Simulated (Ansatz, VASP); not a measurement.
# C in VASP and in Ansatz

File INCAR:

```
  PREC = Accurate
  ENCUT = 520
  EDIFF = 1E-6
  ISMEAR = 0
  SIGMA = 0.05
  LREAL = False
  LASPH = True
  NELM = 60
  ALGO = Normal
  ISIF = 2
  LWAVE = False
  LCHARG = True
  GGA = CA
  LELF = True
  LVHAR = True
  NBANDS = 11
```

File KPOINTS:

```
regular mesh
0
Gamma
  12 12 12
```

POSCAR

```
C
1.0
    0.0000000000      1.7941637981      1.7514626997
    1.7941637981      0.0000000000      1.7514626997
    1.7941637981      1.7941637981      0.0000000000
C
2
Direct
    0.5000000000      0.5000000000      0.5000000000
    0.7500000000      0.7500000000      0.7500000000
```

Input for Ansatz:

```yaml
crystal:
  lattice:
    - [0.0, 1.7941637981, 1.7514626997]
    - [1.7941637981, 0.0, 1.7514626997]
    - [1.7941637981, 1.7941637981, 0.0]
  atoms:
    - { symbol: C, position: [0.5, 0.5, 0.5] }
    - { symbol: C, position: [0.75, 0.75, 0.75] }
basis:
  ecutwfc: 520.0
kpoints:
  mp_grid: { grid: [12, 12, 12] }
hamiltonian:
  xc: lda
  pseudopotentials: { kind: paw, azcp: { folder: soft_1 } }
scf:
  occupations: { method: gaussian, width: 0.05 }
output:
  forces: true
  stress: true
  eigenvalues: true
```

Alike in both runs: task single point; functional LDA; k mesh 12 × 12 × 12; occupations gaussian, width 0.05 eV; no spin polarisation.

|  | VASP | Ansatz |
| --- | --- | --- |
| version | VASP 6.6.1 | Ansatz 0.2.0 |
| potentials or method | VASP PAW LDA potentials, release 64 (C) | scalar-relativistic, plane waves, PAW |
| plane-wave cutoff (eV) | 520 | 520 |
| valence electrons in the cell | 8 | 8 |

```tsv
	VASP	Ansatz	Ansatz less VASP
gap on the k mesh at the Fermi level (eV)	3.53	3.54	+0.008
least direct gap on the mesh (eV)	5.13	5.13	-0.001
pressure (GPa)	-9.1	-10.6	-1.57
largest component of the traceless stress (GPa)	14.58	14.60	+0.023
```

Ansatz warned: «pseudo_functional_mismatch».
